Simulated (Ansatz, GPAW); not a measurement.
This is a calculation of W (Tungsten) for Ansatz 0.2.0. 

File input.yaml:

```yaml
crystal:
  lattice:
    - [-1.582345, 1.582345, 1.582345]
    - [1.582345, -1.582345, 1.582345]
    - [1.582345, 1.582345, -1.582345]
  atoms:
    - { symbol: W, position: [0.0, 0.0, 0.0] }
hamiltonian:
  xc: pbe
  pseudopotentials: { kind: paw }
kpoints:
  mp_grid: { grid: [12, 12, 12] }
scf:
  occupations: { method: gaussian, width: 0.1 }
output:
  forces: true
  stress: true
  eigenvalues: true
```

Potentials or basis: Ansatz PAW.

Command:

```sh
$ ansatz run input.yaml --threads 2 --pin off --max-ram 5632MiB --backend cpu --events-out ev --progress --plain --runs-dir out
```

Question: Set up the same calculation for GPAW 26.7.0 (ASE script). Potentials or basis there: GPAW PAW data sets (gpaw-data 1.2.1), cutoff 600 eV.

Answer: As run (cutoffs and basis follow the program's own potentials, and thresholds, step limits or extra output files can differ):

run.py

```python
from ase.dft.bandgap import bandgap
from ase.io import read, write
from ase.units import GPa
from gpaw import GPAW, PW

atoms = read('W.xyz')

calc = GPAW(mode=PW(600),
            xc='PBE',
            kpts={'size': (12, 12, 12), 'gamma': True},
            occupations={'name': 'methfessel-paxton', 'order': 0, 'width': 0.1},
            nbands=16,
            convergence={'density': 1e-05, 'energy': 1e-05},
            maxiter=150,
            txt='gpaw.txt')
atoms.calc = calc
energy = atoms.get_potential_energy()
forces = atoms.get_forces()
stress = atoms.get_stress()
calc.write('gs.gpw')
write('result.traj', atoms)
print(f'Energy: {energy:.6f} eV')
print('Forces (eV/A):')
print(forces.round(4))
print('Stress (GPa):', (stress / GPa).round(3))
print('Fermi level:', round(calc.get_fermi_level(), 4), 'eV')
print(f'Gap: {bandgap(calc)[0]:.4f} eV, direct: {bandgap(calc, direct=True)[0]:.4f} eV')
```

W.xyz

```xyz
1
Lattice="-1.5823450000 1.5823450000 1.5823450000 1.5823450000 -1.5823450000 1.5823450000 1.5823450000 1.5823450000 -1.5823450000" Properties=species:S:1:pos:R:3 pbc="T T T"
W      0.0000000000      0.0000000000      0.0000000000
```

Potentials or basis: GPAW PAW data sets (gpaw-data 1.2.1), pw.

The run is started by

```bash
$ OMP_NUM_THREADS=1 python run.py
```

Both were run:

|  | Ansatz | GPAW |
| --- | --- | --- |
| Pressure | 5.9 GPa | 5.6 GPa |

Ansatz's pressure holds a Pulay term of +0.08 GPa for its cutoff of 420 eV, which the other run lacks.

Where Ansatz's input types no cutoff or centring, it takes its own default and a Γ-centred mesh.

Pressure is positive in compression.
